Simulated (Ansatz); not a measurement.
**TiCo: properties at the relaxed cell**

An exercise on one series of results from a longer session: the logs are not shown, and one member is left open.

Program: Ansatz 0.2.0. Level of theory: DFT PBEsol, scalar-relativistic, plane waves, PAW. These are calculated values, not measurements.

### Starting point

Symmetry: Pm-3m, No. 221, cubic system. Conventional cell: a = 2.938 Å, b = 2.938 Å, c = 2.938 Å, α = 90.00°, β = 90.00°, γ = 90.00°. Around Ti (site symmetry m-3m) lie 8 Co at 2.54 Å. Co (site symmetry m-3m) has 8 Ti at 2.54 Å as nearest neighbours.

Coordinates:

```cif
data_structure
_symmetry_space_group_name_H-M 'P 1'
_symmetry_Int_Tables_number 1
_cell_length_a 2.9385
_cell_length_b 2.9385
_cell_length_c 2.9385
_cell_angle_alpha 90.000
_cell_angle_beta 90.000
_cell_angle_gamma 90.000
_cell_volume 25.37
loop_
_atom_site_label
_atom_site_type_symbol
_atom_site_fract_x
_atom_site_fract_y
_atom_site_fract_z
_atom_site_occupancy
Ti1 Ti 0.00000 0.00000 0.00000 1
Co1 Co 0.50000 0.50000 0.50000 1
```

It goes back to an entry of the Materials Project, which need not be the stable form.

It is the result of an earlier relaxation at this level (volume 12.69 Å³/atom; gap on the mesh: none (metal), site moments up to 0.7 μB).

The first run:

Contents of input.yaml:

```yaml
crystal:
  lattice:
    - [2.9385074037, 0.0, 0.0]
    - [0.0, 2.9385074037, 0.0]
    - [0.0, 0.0, 2.9385074037]
  atoms:
    - { symbol: Ti, position: [0.0, 0.0, 0.0] }
    - { symbol: Co, position: [0.5, 0.5, 0.5], spin: 0.75 }
basis:
  ecutwfc: 420
kpoints:
  mp_grid: { grid: [14, 14, 14] }
  band_path:
    path:
      - [[0.0, 0.0, 0.0], [0.0, 0.5, 0.0], [0.5, 0.5, 0.0], [0.0, 0.0, 0.0], [0.5, 0.5, 0.5], [0.0, 0.5, 0.0]]
      - [[0.5, 0.5, 0.5], [0.5, 0.5, 0.0]]
    npoints: 14
hamiltonian:
  xc: pbesol
scf:
  occupations: { method: gaussian, width: 0.1 }
  n_extra_bands: 6
output:
  forces: true
  stress: true
  eigenvalues: true
  populations: true
  dos: { projected: true, de: 0.02, nscf_kmesh: { grid: [21, 21, 21] } }
  bader: true
  write_density: true
  write_potential: true
  elf: true
  volumetric_format: npy
magnetization:
  spin_polarized: true
checkpoint:
  read: start.run
  write: ck
  compress: false
  write_wavefunctions: false
  write_every: 100000
```

Run with:

```sh
ansatz run input.yaml --threads 1 --pin off --max-ram 2560MiB --backend cpu --events-out ev --progress --plain --runs-dir out
```

Among the steps run: Static run: bands, density of states and charges; Back to the database's cell; The cell scaled to 0.97 of its volume; Point at V/V0 = 1.03; Point at V/V0 = 0.94; Volume × 1.06; Point at V/V0 = 0.91; Volume × 1.10; The cell scaled to 0.88 of its volume.

One of the session's tables, all rows but one given; the rest of the session is left out.

It belongs to the step «Fit of the equation of state». 

```
volume (Å³/atom)  energy above the lowest point (meV/atom)  pressure (GPa)  largest moment (μB)
          11.164                                     130.9           30.90                 0.22
          11.545                                      68.9           21.24                 0.36
          11.926                                      28.6           12.96                 0.46
          12.306                                       6.6            5.91                 0.56
          12.687                                       0.0            0.01                 0.68
          13.067                                       6.0           -4.86                 0.82
          13.448                                         ?               ?                    ?
          13.955                                      58.5          -13.83                 1.02
```

**Question.** Estimate the row for volume (Å³/atom) = 13.448.

Worked estimate for «energy above the lowest point (meV/atom)». A straight line through the neighbours (13.067, 6.0) and (13.955, 58.5) gives 6.0 + (58.5 − 6.0) × (13.448 − 13.067) / (13.955 − 13.067) = 28.5; a parabola fitted to 3 rows on both sides gives 21.9.

**Answer.** energy above the lowest point (meV/atom): 22.4; pressure (GPa): -9.03; largest moment (μB): 0.93. In «energy above the lowest point (meV/atom)» the line misses by +6.1 and the parabola by -0.5.

To keep in mind: Warnings in the runs' records: stability check not made.
